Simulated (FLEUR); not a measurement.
# SnSe: equation of state with SCAN

Crystal: SnSe.

```
Sn Se
1.0
     0.00000    3.01000    3.01000
     3.01000    0.00000    3.01000
     3.01000    3.01000    0.00000
Sn Se
1 1
Cartesian
  0.0000 0.0000 0.0000
  3.0100 3.0100 3.0100
```

Measurements of this composition are mostly on another form, of space group No. 62.

* Program: FLEUR MaX-R8.1 (later development tree)
* Task: equation of state
* Functional: SCAN
* Potentials or basis: all-electron
* Basis: FLAPW
* Kmax: 4.1 1/bohr
* k mesh: 8 × 8 × 8
* Occupations: fermi-dirac, width 0.05 eV
* Spin: no spin polarisation
* Gmax: 12.7 1/bohr
* Muffin-tin radii: Sn 2.63, Se 2.48 bohr
* lmax: Sn 11, Se 10
* Local orbitals a species: Sn 5, Se 4

```yaml
Equilibrium_volume: 27.18 Å³/atom
Bulk_modulus: 53 GPa
```

Energy against volume, from the lowest point:
| volume (Å³/atom) | energy (meV/atom) |
| --- | --- |
| 25.635 | 16.12 |
| 26.180 | 6.40 |
| 27.271 | 0.00 |
| 28.362 | 7.84 |
| 28.907 | 16.33 |

Caveat: the meta-GGA is that of a development version, with a GGA for the radial functions and cores and without core tails.
